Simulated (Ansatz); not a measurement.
Ansatz input

```yaml
crystal:
  lattice:
    - [0.0, 2.64350441, 2.64350441]
    - [2.64350441, 0.0, 2.64350441]
    - [2.64350441, 2.64350441, 0.0]
  atoms:
    - { symbol: Rh, position: [0.125, 0.125, 0.125] }
    - { symbol: Rh, position: [0.875, 0.875, 0.875] }
hamiltonian:
  xc: pbe
  pseudopotentials:
    kind: paw
    azcp:
      Rh: "pseudopotentials/Rh.paw.azcp"
basis:
  ecutwfc: 420
  fft_grid_basis: typed
kpoints:
  mp_grid: { grid: [11, 11, 11], shift: [0, 0, 0] }
magnetization:
  spin_polarized: false
scf:
  occupations: { method: fermi_dirac, width: 0.1 }
  lower_state_search: "off"
output:
  stress: true
```

and its output:

```
Engine: ansatz 0.2.0, x86_64-unknown-linux-gnu
Pseudopotentials: kind: paw
Pseudopotential: Rh, paw, valence charge 17, recommended cutoff 420 eV (normal) 
Functional definition: PBE
  parameter kappa = 0.804
  parameter beta = 0.06672455060314922
  exchange = pbe_x(kappa = kappa, mu = beta*pi^2/3)
  correlation = pbe_c(beta = beta)
Crystal: 2 atoms, lattice volume = 36.946 Å³
Basis set: ecut = 420 eV, 725 PW (Γ)
Bands: 21, of which v1, the nominal top of the filled ones, is band 17 counted from 1 (16 counted from 0)
Symmetry: 48 space group operations
Space group: Fd-3m (ITA 227), of the structure as read, at distance tolerance 3.3e-5 Å
k-points: 56 of 1331
Non-local potential: Rh, projectors of the file, l = 0: 3, l = 1: 2, l = 2: 2, l = 3: 1
PAW form: soft (Blöchl's): semilocal exchange-correlation on the pseudo side does not see the compensation charge
PAW one-centre angular grid: Rh, 590 points (default); XC on 64 Gauss nodes
Initial density: superposition of atomic densities (neutral atoms: chi_scale 0, normalization atom), corrected by the library's trained network
Initial wavefunctions: pseudopotential atomic-orbital guess
Functional: x = pbe(κ = 0.804, μ = 0.2195149727645171), c = pbe(β = 0.06672455060314922)
SCF iter   1: F=—  HF=-12803.303745 eV  |F-HF|=—  |Δ(HF+E_count)|=         —  Δρ=8.42e-3  dr2=1.93e-2  ethr=1.77e-3  ⟨swp⟩=5.6  Hψ=5188  notcnv=0
SCF iter   2: F=—  HF=-12803.303464 eV  |F-HF|=—  |Δ(HF+E_count)|=   2.81e-4  Δρ=3.80e-3  dr2=3.59e-3  ethr=5.68e-5  ⟨swp⟩=2.0  Hψ=1780  notcnv=0
SCF iter   3: F=—  HF=-12803.303664 eV  |F-HF|=—  |Δ(HF+E_count)|=   1.99e-4  Δρ=7.95e-4  dr2=9.49e-5  ethr=1.06e-5  ⟨swp⟩=2.0  Hψ=1672  notcnv=0
SCF iter   4: F=—  HF=-12803.303804 eV  |F-HF|=—  |Δ(HF+E_count)|=   1.40e-4  Δρ=1.17e-4  dr2=2.77e-6  ethr=2.79e-7  ⟨swp⟩=2.1  Hψ=1708  notcnv=0
SCF iter   5: F=—  HF=-12803.303809 eV  |F-HF|=—  |Δ(HF+E_count)|=   5.23e-6  Δρ=3.75e-5  dr2=3.60e-7  ethr=8.16e-9  ⟨swp⟩=2.3  Hψ=2250  notcnv=0
SCF iter   6: F=-12803.303810 eV  HF=-12803.303810 eV  |F-HF|=6.66e-9  |Δ(HF+E_count)|=   6.87e-7  Δρ=8.66e-6  dr2=3.95e-8  ethr=2.94e-10  ⟨swp⟩=4.2  Hψ=3934  notcnv=0
SCF 1 converged in 6 iterations: F = -12803.303810 eV  dr2 = 3.95e-8
SCF converged after 6 iterations
Free energy (F): -12803.303810 eV
Harris-Foulkes:  -12803.303810 eV  (|F-HF|=6.66e-9)
Internal energy: -12803.217259 eV  (E = F + TS)
E sigma→0 (E₀):  -12803.260534 eV
Entropy (-TS):   -0.086551 eV (-43.275 meV/atom)
Fermi energy:    15.840034 eV
--- Per-component energies (eV) ---
  E_band       = -407.564590
  E_kinetic    = 1149.766449
  E_local      = -4446.625584  (includes V_loc(G=0)·N_el)
  E_nonlocal   = 714.399410
  E_hartree    = 1637.977113
  E_xc         = -442.788839
  E_vxc        = -555.703786  (∫ρ·V_xc dr)
  E_paw        = -7175.904189  (= ΣΔE_a)
  E_vpaw       = -545.368994  (= ΣTr[D̂ρ^β])
  E_aug_tail   = 0.001775  (compensation charges beyond the density's cutoff)
  E_ewald      = -4240.043395
  E_smearing   = -0.086551  (= −TS)
  E_closure    = -0.000000  (closes the sum)
  Σ components = -12803.303810   (vs F -12803.303810, Δ=0.00e0)
--- Stress (GPa, compression-positive) ---
       22.438298      -0.000000      -0.000000
        0.000000      22.438298       0.000000
       -0.000000       0.000000      22.438298
  P = ⅓ Tr σ = 22.4383 GPa (224.383 kbar)
```

Command:

```sh
ansatz run input.yaml --threads 1 --pin off --max-ram 3584MiB --backend cpu --events-out ev --progress --plain --runs-dir out
```

On 1 thread of Intel(R) Xeon(R) Platinum 8259CL CPU @ 2.50GHz (Skylake/Cascade Lake) (shared host) this took about 2.8 s of wall time and 2.8 s of CPU time.
